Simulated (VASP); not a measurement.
The system is GaAs.

```xyz
2
Lattice="0.0000 2.8268 2.8268 2.8268 0.0000 2.8268 2.8268 2.8268 0.0000" Properties=species:S:1:pos:R:3 pbc="T T T"
Ga    0.0000    0.0000    0.0000
As    1.4134    1.4134    1.4134
```

Base run:

```yaml
Program: VASP 6.6.1
Functional: PBEsol
Potentials_or_basis: VASP PAW PBE potentials, release 64 (Ga_d, As)
Cutoff: 520 eV
k_mesh: 7 × 7 × 7
Occupations: fermi-dirac, width 0.02 eV
Spin: no spin polarisation
```

Its results: band gap on the k mesh 0.45 eV, direct; pressure 0.3 GPa.

Question: The run is repeated on the same cell with these changes: functional from PBEsol to PBE. What comes out?

Answer: Band gap on the k mesh 0.52 eV, direct; pressure 3.4 GPa.

PBE binds less tightly than PBEsol, so the same cell stands under more pressure.

Caveats: the PAW data sets were made with another functional, which shifts forces and pressure a little (some runs).

